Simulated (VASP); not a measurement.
# From an Ansatz input to VASP: SrO (strained rocksalt)

Ansatz input

```yaml
crystal:
  lattice:
    - [0.0, 2.5540934026, 2.5938804082]
    - [2.5540934026, 0.0, 2.5938804082]
    - [2.5540934026, 2.5540934026, 0.0]
  atoms:
    - { symbol: Sr, position: [0.0, 0.0, 0.0] }
    - { symbol: O, position: [0.5, 0.5, 0.5] }
kpoints:
  mp_grid: { grid: [8, 8, 8] }
  band_path:
    path:
      - [0.0, 0.0, 0.0]
      - [0.5, 0.0, 0.5]
      - [0.625, 0.25, 0.625]
      - [0.375, 0.375, 0.75]
      - [0.5, 0.5, 0.5]
      - [0.5, 0.25, 0.75]
      - [0.0, 0.5, 0.5]
    npoints: 1
hamiltonian:
  xc: r2scan
scf:
  occupations: { method: fixed }
  n_extra_bands: 4
output:
  forces: true
  stress: true
  eigenvalues: true
```

**Question.** Which VASP files do the same job?

**Answer.** 

INCAR

```
NELM = 120
LCHARG = .FALSE.
SIGMA = 0.01
ISMEAR = 0
LASPH = .TRUE.
EDIFF = 1E-7
IBRION = -1
METAGGA = R2SCAN
ENCUT = 520
NBANDS = 15
ALGO = Normal
LREAL = .FALSE.
LWAVE = .FALSE.
ISIF = 2
NSW = 0
PREC = Accurate
```

KPOINTS

```
KPOINTS created by Atomic Simulation Environment
0
Gamma
8 8 8
0 0 0
```

KPOINTS_OPT

```
special points
7
Reciprocal
0.0000000000 0.0000000000 0.0000000000 1
0.5000000000 0.0000000000 0.5000000000 1
0.6250000000 0.2500000000 0.6250000000 1
0.3750000000 0.3750000000 0.7500000000 1
0.5000000000 0.5000000000 0.5000000000 1
0.5000000000 0.2500000000 0.7500000000 1
0.0000000000 0.5000000000 0.5000000000 1
```

POSCAR

```
Sr O
 1.0000000000000000
     0.0000000000000000    2.5540934026000000    2.5938804082000000
     2.5540934026000000    0.0000000000000000    2.5938804082000000
     2.5540934026000000    2.5540934026000000    0.0000000000000000
 Sr  O
   1   1
Cartesian
  0.0000000000000000  0.0000000000000000  0.0000000000000000
  2.5540934026000000  2.5540934026000000  2.5938804082000000
```

VASP ran with the recommended PBE PAW datasets (16 valence electrons in the cell). Other inputs would serve too.

|  | Ansatz | VASP |
| --- | --- | --- |
| gap between bands v and c | 3.76 eV | 3.70 eV |
| least direct gap | 3.82 eV | 3.78 eV |
| pressure | 1.5 GPa | 2.0 GPa |

The two codes use different PAW datasets and cutoffs. VASP's cell holds 16 valence electrons and Ansatz's 16. Ansatz's stress includes a Pulay correction; VASP's doesn't.
